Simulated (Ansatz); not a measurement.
The system is CuO (Tenorite).

```
Cu O
1.0
     2.34185   -1.71130    0.00000
     2.34185    1.71130    0.00000
    -0.85003    0.00000    5.05787
Cu O
2 2
Direct
  0.50000 0.00000 0.50000
  0.00000 0.50000 0.00000
  0.41840 0.58160 0.75000
  0.58160 0.41840 0.25000
```

Base run:

```yaml
Program: Ansatz 0.2.0
Functional: PBEsol
Potentials_or_basis: all-electron LAPW, non-relativistic
Cutoff: 406 eV (chosen from the basis error)
Basis_error_allowed: 0.002 eV/atom
k_mesh: 10 × 10 × 5
Occupations: fermi-dirac, width 0.05 eV
Spin: no spin polarisation
```

Its results: pressure -0.5 GPa; largest force 0.239 eV/Å.

Q: The run is repeated on the same cell with these changes: potentials or basis from all-electron LAPW, non-relativistic to all-electron PAW datasets made for the crystal. What comes out?

A: Pressure -2.7 GPa; largest force 0.358 eV/Å.

Caveats: the run has no spin polarisation, though such a crystal can be magnetic.

The runs don't all hold the same shells in valence.
